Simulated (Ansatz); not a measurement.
Runs of Ansatz 0.2.0 on SiNi. Symmetry: Pnma, No. 62, orthorhombic system. The conventional cell has a = 5.173 Å, b = 3.338 Å, c = 5.605 Å, α = 90.00°, β = 90.00°, γ = 90.00°. Ni (site symmetry m) has 6 Si at 2.28 to 2.40 Å as nearest neighbours. Si (site symmetry m) has 6 Ni at 2.28 to 2.40 Å as nearest neighbours. 

| task | level | cell | smearing | points for each segment of the path | gap on the mesh (eV) | pressure (GPa) | moment (μB) | relaxed volume (Å³/atom) | largest force (eV/Å) |
| --- | --- | --- | --- | --- | --- | --- | --- | --- | --- |
| relaxation of cell and atoms | LDA | relaxed | fermi-dirac 0.05 eV | - | none | 0.0 | 0.00 | (b) | - |
| relaxation of cell and atoms | revPBE+D3(BJ) | relaxed | fermi-dirac 0.05 eV | - | none | 0.0 | 0.00 | 11.57 | - |
| relaxation of cell and atoms | revPBE+D4 | relaxed | fermi-dirac 0.05 eV | - | none | 0.0 | 0.00 | (a) | - |
| relaxation of cell and atoms | PBEsol | relaxed | fermi-dirac 0.05 eV | - | none | 0.0 | 0.00 | 11.80 | - |
| band structure | BLYP | as given | fermi-dirac 0.05 eV | 10 | none | (d) | 0.00 | - | 0.16 |
| single point | PBE | as given | gaussian 0.012 eV | - | none | 1.7 | 0.00 | - | 0.05 |
| single point | PBE | as given | gaussian 0.014 eV | - | none | 1.7 | 0.00 | - | 0.05 |
| relaxation of cell and atoms | BLYP | relaxed | fermi-dirac 0.05 eV | - | none | 0.0 | 0.00 | 12.93 | - |
| relaxation of cell and atoms | PBEsol+D3(BJ) | relaxed | fermi-dirac 0.05 eV | - | none | 0.0 | 0.00 | 11.44 | 0.01 |
| relaxation of cell and atoms | RPBE+D3(BJ) | relaxed | fermi-dirac 0.05 eV | - | none | 0.0 | 0.00 | 10.09 | - |
| band structure | revPBE | as given | fermi-dirac 0.05 eV | 10 | none | 4.4 | 0.00 | - | (c) |
| band structure | PBE | as given | fermi-dirac 0.05 eV | 10 | none | 1.7 | 0.00 | - | 0.05 |

Alike in all rows: potentials or basis Ansatz PAW; spin collinear, ferromagnetic start; k mesh 5 × 8 × 5; cutoff (eV) 420.

Task: Fill in the values left out.

Result: (a) 11.66; (b) 11.52; (c) 0.06; (d) 9.9.

Caveats: the PAW data sets come from PBE, with cores solved anew for the run's functional, which leaves a small shift of forces and pressure (some runs); the plane-wave basis is chosen anew once the cell has moved, so the energies of steps on either side of that aren't comparable (some runs); the potentials were made for another functional, which shifts forces and pressure (some runs); pairwise dispersion overbinds metals, which lowers pressure and volume (some runs); the volume moved by over 15 % at a fixed basis, so the end points are rough (some runs); the volume moved by -17 % from the deposited cell, more than functionals usually miss (some runs).

A k mesh can miss the band edges.

A gap of «none» marks a metal or a gap under the smearing width.

Not every run made on this cell is shown here.
